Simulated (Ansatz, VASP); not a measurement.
# Two plane-wave programs on GaN

Contents of POSCAR:

```
GaN
1.0
    0.0000000000      2.2930447481      2.2930447481
    2.2930447481      0.0000000000      2.2930447481
    2.2930447481      2.2930447481      0.0000000000
Ga N
1 1
Direct
    0.0000000000      0.0000000000      0.0000000000
    0.7500000000      0.7500000000      0.7500000000
```

File INCAR.step1:

```
SYSTEM = GaN
ALGO = Normal
EDIFF = 1E-4
ENCUT = 520
GGA = PE
ISMEAR = 0
LASPH = .TRUE.
LCHARG = .FALSE.
LREAL = .FALSE.
LWAVE = .TRUE.
NBANDS = 16
NELM = 80
PREC = Accurate
SIGMA = 0.02
```

File INCAR.step2:

```
SYSTEM = GaN
ALGO = Normal
EDIFF = 1E-6
ENCUT = 520
ISIF = 2
ISMEAR = 0
ISTART = 1
LASPH = .TRUE.
LCHARG = .TRUE.
LELF = .TRUE.
LMIXTAU = .TRUE.
LREAL = .FALSE.
LVHAR = .TRUE.
LWAVE = .FALSE.
METAGGA = R2SCAN
NBANDS = 16
NELM = 80
PREC = Accurate
SIGMA = 0.02
```

Contents of KPOINTS:

```
k-points
0
G
  10 10 10
  0 0 0
```

Input for Ansatz:

```yaml
crystal:
  lattice:
    - [0.0, 2.2930447481, 2.2930447481]
    - [2.2930447481, 0.0, 2.2930447481]
    - [2.2930447481, 2.2930447481, 0.0]
  atoms:
    - { symbol: Ga, position: [0.0, 0.0, 0.0] }
    - { symbol: "N", position: [0.75, 0.75, 0.75] }
basis:
  ecutwfc: 500
kpoints:
  mp_grid: { grid: [10, 10, 10] }
hamiltonian:
  xc: r2scan
scf:
  occupations: { method: gaussian, width: 0.02 }
output:
  forces: true
  stress: true
  eigenvalues: true
  write_density: true
  write_potential: true
  elf: true
  volumetric_format: npy
```

Alike in both runs: task single point; functional r2SCAN; k mesh 10 × 10 × 10; occupations gaussian, width 0.02 eV; no spin polarisation.

|  | VASP | Ansatz |
| --- | --- | --- |
| version | VASP 6.6.1 | Ansatz 0.2.0 |
| potentials or method | VASP PAW PBE potentials, release 64 (Ga_d, N) | scalar-relativistic, plane waves, PAW |
| plane-wave cutoff (eV) | 520 | 500 |
| valence electrons in the cell | 18 | 18 |

```tsv
	VASP	Ansatz	Ansatz less VASP
gap on the k mesh at the Fermi level (eV)	1.77	1.78	+0.005
least direct gap on the mesh (eV)	1.77	1.78	+0.005
pressure (GPa)	-9.1	-10.1	-1.00
```

Caveats: the PAW data sets were made with another functional, which shifts forces and pressure a little (VASP). r2SCAN opens gaps a little over a GGA but as a rule still falls short of measured ones.
